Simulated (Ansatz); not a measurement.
Relaxing Rb

These are results of DFT PBE, scalar-relativistic, plane waves, PAW (Ansatz 0.2.0), not measurements. Cutoff 420 eV, Γ-centred k mesh, Gaussian smearing, no spin polarisation in the final step.

The start puts Rb on the sites of a reported O cell (R-3m, No. 166), at a guessed volume.

```
Rb
1.0
     2.93516    1.69461    7.02842
    -2.93516    1.69461    7.02842
     0.00000   -3.38923    7.02842
Rb
2
Cartesian
  0.0000 0.0000 1.2166
  0.0000 0.0000 19.8686
```

Cell and atoms relax at zero pressure; the relaxation can't lower the symmetry of the start. After a coarse first stage the cell is made exact in the group found at 0.06 Å.

Energies count from the standard state of Rb at the same level.

(1) What does it relax into?

(2) What are its volume, energy, density and gap?

Results:

(1) It keeps R-3m (No. 166), but not the shape of the type it started on. Conventional cell: a = 4.964 Å, c = 26.365 Å. Rb has 1 Rb at 4.63 Å and 9 Rb at 4.96–5.05 Å.

```
Rb
1.0
     2.48209    1.43304    8.78817
    -2.48209    1.43304    8.78817
     0.00000   -2.86607    8.78817
Rb
2
Direct
  0.08779 0.08779 0.08779
  0.91221 0.91221 0.91221
```

(2) The volume per atom is 93.78 Å³ and the density is 1.51 g/cm³. The energy over the standard structure is 0.03 eV/atom and the gap on the 15×15×15 mesh is 0 eV (a metal).

The final run used a 15×15×15 mesh on its 2-atom cell and 0.10 eV smearing. The k mesh leaves about 4 meV/atom of noise in metals. A structure relaxed within its symmetry needn't be a true minimum.